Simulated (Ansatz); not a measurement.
Set up this calculation in Ansatz 0.2.0, as the native input.

| Item | Value |
| --- | --- |
| Task | projected density of states |
| Functional | PBE |
| Potentials or basis | all-electron LAPW, scalar-relativistic |
| Cutoff | 379 eV (chosen from the basis error) |
| Basis error allowed | 0.002 eV/atom |
| k mesh | 10 × 10 × 10 |
| Occupations | fermi-dirac, width 0.05 eV |
| Spin | no spin polarisation |

Crystal: CuO.

```
Cu O
1.0
     0.00000    2.32725    2.32725
     2.32725    0.00000    2.32725
     2.32725    2.32725    0.00000
Cu O
1 1
Direct
  0.00000 0.00000 0.00000
  0.25000 0.25000 0.25000
```

Measurements of this composition are mostly on another form, of space group No. 15.

The input as run:

input.yaml

```yaml
crystal:
  lattice:
    - [0.0, 2.32725273, 2.32725273]
    - [2.32725273, 0.0, 2.32725273]
    - [2.32725273, 2.32725273, 0.0]
  atoms:
    - { symbol: Cu, position: [0.0, 0.0, 0.0] }
    - { symbol: O, position: [0.25, 0.25, 0.25] }
kpoints:
  mp_grid: { grid: [10, 10, 10] }
  band_path:
    path:
      - [0.0, 0.0, 0.0]
      - [0.5, 0.0, 0.5]
      - [0.5, 0.25, 0.75]
      - [0.375, 0.375, 0.75]
      - [0.0, 0.0, 0.0]
      - [0.5, 0.5, 0.5]
      - [0.625, 0.25, 0.625]
      - [0.5, 0.25, 0.75]
    npoints: 12
scf:
  occupations: { method: fermi_dirac, width: 0.05 }
hamiltonian:
  xc: pbe
  pseudopotentials: { kind: all_electron, lapw: { basis_error: 0.002 } }
output:
  forces: true
  stress: true
  eigenvalues: true
  fatbands: true
  dos: { projected: true, de: 0.1, e_range: [-14, 8] }
  populations: true
```

Potentials or basis: all-electron LAPW, scalar-relativistic.

Command:

```sh
$ ansatz run input.yaml --threads 1 --pin off --max-ram 3072MiB --backend cpu --events-out ev --progress --plain --runs-dir out
```

Results of the run:

```yaml
Pressure: -9.5 GPa
Band_gap_along_the_path: none (metal or under the smearing width)
Loewdin_charges: Cu +1.09; O -0.94 e
```

Caveat: an odd number of electrons without spin polarisation forces a metal; a magnetic or distorted state may lie lower; the run has no spin polarisation, though such a crystal can be magnetic; semilocal functionals often make such compounds metallic where correlation or magnetic order opens a gap, which also shifts bond lengths.

It took 48 s on 1 thread of AMD EPYC (Zen 3) (shared host), peak memory 0.31 GiB.
